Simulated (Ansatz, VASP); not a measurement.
**MgS (Niningerite): VASP beside Ansatz**

```
S Mg
1.0
     0.00000    2.60165    2.60165
     2.60165    0.00000    2.60165
     2.60165    2.60165    0.00000
S Mg
1 1
Direct
  0.50000 0.50000 0.50000
  0.00000 0.00000 0.00000
```

Alike in both runs: task relaxation of cell and atoms; functional PBE; dispersion D3(BJ); k mesh 9 × 9 × 9; occupations fermi-dirac, width 0.05 eV; no spin polarisation.

|  | VASP | Ansatz |
| --- | --- | --- |
| version | VASP 6.6.1 | Ansatz 0.2.0 |
| potentials or method | VASP PAW PBE potentials, release 64 (S, Mg) | Ansatz PAW |
| plane-wave cutoff (eV) | 600 | 420 |
| valence electrons in the cell | 8 | 16 |

Ansatz gave:

```
gap on the k mesh at the Fermi level, each at its own relaxed structure (eV) : 2.98
relaxed volume (Å³/atom)                                                     : 17.12
relaxed cell length with the largest relative difference (Å)                 : 3.645
energy change over the relaxation (meV/atom)                                 : -3
```

Question: Estimate VASP's values.

Answer: gap on the k mesh at the Fermi level, each at its own relaxed structure (eV): 2.97; relaxed volume (Å³/atom): 17.07; relaxed cell length with the largest relative difference (Å): 3.641; energy change over the relaxation (meV/atom): -4.

The two sets of potentials don't hold the same shells in valence.

Caveats: an odd mesh through Γ misses points on the zone boundary, where band edges often lie (VASP); odd divisions of the mesh miss points on the zone boundary, where band edges often lie, so the gap on the mesh can be too wide (Ansatz); the plane-wave basis is chosen anew once the cell has moved, so the energies of steps on either side of that aren't comparable (Ansatz). A hybrid or GW would open this gap; PBE tends to underestimate it.
